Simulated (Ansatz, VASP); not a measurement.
## Mn in VASP and in Ansatz

INCAR

```
PREC = Accurate
ENCUT = 600
EDIFF = 1E-6
ISMEAR = 0
SIGMA = 0.1
LREAL = False
LASPH = True
NELM = 100
ALGO = Fast
ISIF = 3
LWAVE = False
LCHARG = False
GGA = PE
IBRION = 2
NSW = 100
EDIFFG = -0.01
```

File KPOINTS:

```
regular mesh
0
Gamma
  14 14 14
```

POSCAR

```
Mn
1.0
    0.0000000000      2.4594973184      2.4594973184
    2.4594973184      0.0000000000      2.4594973184
    2.4594973184      2.4594973184      0.0000000000
Mn
2
Direct
    0.5000000000      0.5000000000      0.5000000000
    0.7500000000      0.7500000000      0.7500000000
```

Input for Ansatz:

```yaml
crystal:
  lattice:
    - [0.0, 2.4594973184, 2.4594973184]
    - [2.4594973184, 0.0, 2.4594973184]
    - [2.4594973184, 2.4594973184, 0.0]
  atoms:
    - { symbol: Mn, position: [0.5, 0.5, 0.5] }
    - { symbol: Mn, position: [0.75, 0.75, 0.75] }
basis:
  ecutwfc: 420
kpoints:
  mp_grid: { grid: [14, 14, 14] }
hamiltonian:
  xc: pbe
scf:
  occupations: { method: gaussian, width: 0.1 }
output:
  forces: true
  stress: true
  eigenvalues: true
relax:
  adjacent_minimum: "off"
  f_tol: 0.01
  max_steps: 80
  cell: { stress_tol: 0.05 }
```

Alike in both runs: task relaxation of cell and atoms; functional PBE; k mesh 14 × 14 × 14; occupations gaussian, width 0.1 eV; no spin polarisation.

|  | VASP | Ansatz |
| --- | --- | --- |
| version | VASP 6.6.1 | Ansatz 0.2.0 |
| potentials or method | VASP PAW PBE potentials, release 64 (Mn_pv) | scalar-relativistic, plane waves, PAW |
| plane-wave cutoff (eV) | 600 | 420 |
| valence electrons in the cell | 26 | 30 |

Ansatz gave:

```
gap on the k mesh at the Fermi level, each at its own relaxed structure (eV) : none
relaxed volume (Å³/atom)                                                     : 15.17
relaxed cell length with the largest relative difference (Å)                 : 3.501
energy change over the relaxation (meV/atom)                                 : -3
```

What did VASP give for the same quantities?

gap on the k mesh at the Fermi level, each at its own relaxed structure (eV): none; relaxed volume (Å³/atom): 15.22; relaxed cell length with the largest relative difference (Å): 3.505; energy change over the relaxation (meV/atom): -4.

A gap of «none» marks a metal or a gap that the smearing closes. The two sets of potentials don't hold the same shells in valence.

Caveats: the run has no spin polarisation, though such a crystal can be magnetic. Spin polarisation is off, so any magnetic state and its effect on volume and gap are missing.
